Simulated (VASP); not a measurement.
# GaN: convergence, vacuum levels of a slab or layer

GaN, slab, 6 atoms in the cell. PBEsol; PAW potentials Ga_d, N (PBE set). VASP 6.6.1.

Wanted: face levels within 0.04 eV; energy within 2 meV/atom; forces within 0.02 eV/Å.

Crystal: GaN, F-43m; Face: (1 1 1); Atomic planes: 6; Dipole correction: yes.

Face levels: vacuum level at each face, counted from the Fermi level.

POSCAR of the starting run:
```
GaN
1.0
    3.1780922776      0.0000000000      0.0000000000
   -1.5890461389      2.7523086480      0.0000000000
    0.0000000000      0.0000000000     20.8385283273
Ga N
3 3
Direct
    0.2500000000      0.1250000000      0.3599102529
    0.9166666667      0.4583333333      0.4844344725
    0.5833333334      0.7916666667      0.6089586922
    0.9166666667      0.4583333333      0.3910413078
    0.5833333334      0.7916666667      0.5155655275
    0.2500000001      0.1250000000      0.6400897471
```

The series start from vacuum (Å): 15; correction: LDIPOL, IDIPOL 3, DIPOL, AMIN 0.01; k spacing (1/Å): 0.3; Cutoff ENCUT (eV): 525; SCF threshold EDIFF (eV): 1e-6; PREC: Accurate; LREAL: .FALSE.; ALGO: Normal. Each series keeps the choices made before it, and each single choice may use up half of a tolerance.

## Vacuum (Å)

| Vacuum (Å) | Face levels, largest deviation (eV) | Energy less reference (meV/atom) | Forces, largest deviation (eV/Å) | SCF iterations | Time (s) |
|---|---|---|---|---|---|
| 6 | 0.363 | 2.3 | 0.024 | 31 | 16 |
| 8 | 0.067 | -0.2 | 0.003 | 27 | 16 |
| 10 | 0.034 | -0.4 | 0.009 | 30 | 21 |
| 12 | 0.007 | -0.3 | 0.006 | 31 | 25 |
| 15 | 0.003 | -0.2 | 0.002 | 35 | 31 |
| 20 | 0.004 | -0.1 | 0.003 | 41 | 49 |
| 25 (reference) | 0.000 | 0.0 | 0.000 | 41 | 60 |

Chosen: 12, the loosest value from which every tighter one stays within half of the tolerance.

## Correction

| Correction | Face levels, largest deviation (eV) | Energy less reference (meV/atom) | Forces, largest deviation (eV/Å) | SCF iterations | Time (s) |
|---|---|---|---|---|---|
| LDIPOL, IDIPOL 3, DIPOL, AMIN 0.01 | 0.000 | 0.0 | 0.000 | 31 | 25 |
| LDIPOL, default AMIN | 0.004 | 0.0 | 0.005 | 35 | 29 |
| LDIPOL, no DIPOL | no result | no result | no result | 150 | 125 |
| IDIPOL 3 alone (energy only) | 1.667 | 5.4 | 0.064 | 35 | 27 |
| kernel truncation, coarsened | 0.017 | 0.4 | 0.003 | 30 | 29 |
| kernel truncation, full padding | 0.011 | 0.4 | 0.005 | 31 | 33 |

Chosen: LDIPOL, IDIPOL 3, DIPOL, AMIN 0.01; no other choice that stays within half of the tolerance saves 30 % of the time.

## k spacing (1/Å)

| k spacing (1/Å) | Face levels, largest deviation (eV) | Energy less reference (meV/atom) | Forces, largest deviation (eV/Å) | SCF iterations | Time (s) |
|---|---|---|---|---|---|
| 0.6 | 0.068 | 9.3 | 0.039 | 28 | 16 |
| 0.45 | 0.011 | 1.8 | 0.047 | 41 | 34 |
| 0.3 | 0.010 | -1.1 | 0.060 | 31 | 25 |
| 0.22 | 0.008 | 0.5 | 0.040 | 34 | 45 |
| 0.16 (reference) | 0.000 | 0.0 | 0.000 | 34 | 72 |

Chosen: 0.16; the next looser run is off by more than half of the tolerance, so convergence isn't shown beyond this value.

## Cutoff ENCUT (eV)

| Cutoff ENCUT (eV) | Face levels, largest deviation (eV) | Energy less reference (meV/atom) | Forces, largest deviation (eV/Å) | SCF iterations | Time (s) |
|---|---|---|---|---|---|
| 320 | 0.012 | 3.2 | 0.030 | 36 | 40 |
| 400 | 0.002 | 2.7 | 0.017 | 36 | 40 |
| 460 | 0.004 | 1.8 | 0.003 | 35 | 44 |
| 525 | 0.001 | 3.0 | 0.007 | 34 | 72 |
| 600 | 0.001 | 2.2 | 0.001 | 34 | 75 |
| 725 (reference) | 0.000 | 0.0 | 0.000 | 35 | 122 |

Chosen: 725; the next looser run is off by more than half of the tolerance, so convergence isn't shown beyond this value.

## SCF threshold EDIFF (eV)

| SCF threshold EDIFF (eV) | Face levels, largest deviation (eV) | Energy less reference (meV/atom) | Forces, largest deviation (eV/Å) | SCF iterations | Time (s) |
|---|---|---|---|---|---|
| 0.001 | 0.499 | 0.4 | 0.183 | 17 | 53 |
| 0.0001 | 0.035 | 0.0 | 0.028 | 28 | 85 |
| 1e-5 | 0.034 | 0.0 | 0.008 | 29 | 90 |
| 1e-6 | 0.000 | 0.0 | 0.000 | 35 | 122 |
| 1e-7 (reference) | 0.000 | 0.0 | 0.000 | 35 | 102 |

Chosen: 1e-6.

## PREC

| PREC | Face levels, largest deviation (eV) | Energy less reference (meV/atom) | Forces, largest deviation (eV/Å) | SCF iterations | Time (s) |
|---|---|---|---|---|---|
| Accurate | 0.000 | 0.0 | 0.000 | 35 | 122 |
| Normal | 0.002 | 0.0 | 0.003 | 34 | 66 |

Chosen: Normal, the fastest of those that stay within half of the tolerance.

## LREAL

| LREAL | Face levels, largest deviation (eV) | Energy less reference (meV/atom) | Forces, largest deviation (eV/Å) | SCF iterations | Time (s) |
|---|---|---|---|---|---|
| .FALSE. | 0.000 | 0.0 | 0.000 | 34 | 66 |
| Auto | 0.000 | 0.1 | 0.015 | 34 | 56 |

Chosen: .FALSE..

## ALGO

| ALGO | Face levels, largest deviation (eV) | Energy less reference (meV/atom) | Forces, largest deviation (eV/Å) | SCF iterations | Time (s) |
|---|---|---|---|---|---|
| Normal | 0.000 | 0.0 | 0.000 | 34 | 66 |
| Fast | 0.002 | 0.0 | 0.001 | 33 | 59 |
| All | 0.001 | 0.0 | 0.006 | 64 | 127 |

Chosen: Fast; it saves 6.9 s of 66, so Normal would do nearly as well.

## All choices together

| Input | Face levels, largest deviation (eV) | Energy less reference (meV/atom) | Forces, largest deviation (eV/Å) | Time (s) |
|---|---|---|---|---|
| starting input without the dipole correction (naive) | 1.637 | -2.7 | 0.107 | 33 |
| chosen settings | 0.007 | -0.3 | 0.001 | 59 |
| reference settings throughout | 0.000 | 0.0 | 0.000 | 350 |

The chosen settings stay within the tolerance of the reference run, but the reference itself isn't shown to be converged in: k spacing (1/Å), Cutoff ENCUT (eV).

Values of the reference run: Face levels: 7.639, 4.036 eV.

## The input

INCAR:
```
  PREC = Normal
  ENCUT = 725
  EDIFF = 1E-6
  ISMEAR = 0
  SIGMA = 0.1
  LREAL = F
  LASPH = T
  ALGO = Fast
  NELM = 150
  LWAVE = F
  LCHARG = F
  GGA = PS
  KPAR = 4
  LVHAR = T
  LVACPOTAV = T
  LDIPOL = T
  IDIPOL = 3
  DIPOL = 0.5 0.5 0.5
  AMIN = 0.01
```

KPOINTS:
```
Automatic mesh
0
Gamma
  15 15 1
  0 0 0
```

POSCAR:
```
GaN
1.0
    3.1780922776      0.0000000000      0.0000000000
   -1.5890461389      2.7523086480      0.0000000000
    0.0000000000      0.0000000000     17.8385283273
Ga N
3 3
Direct
    0.2500000000      0.1250000000      0.3363506165
    0.9166666667      0.4583333333      0.4818167351
    0.5833333334      0.7916666667      0.6272828539
    0.9166666667      0.4583333333      0.3727171461
    0.5833333334      0.7916666667      0.5181832649
    0.2500000001      0.1250000000      0.6636493835
```

Commands:
```
cat potpaw_PBE.64/Ga_d/POTCAR potpaw_PBE.64/N/POTCAR > POTCAR
mpirun -np 4 vasp_std > vasp.out
```

The chosen input took VASP 6.6.1 59 s on 4 cores (Intel Xeon Platinum 8559C (Emerald Rapids)), a shared host.

## An input that fails: dipole correction along an axis in the plane

The electronic loop stops at its limit of 150 steps.

Changes against the starting input:
```
- IDIPOL = 3
+ IDIPOL = 1
```
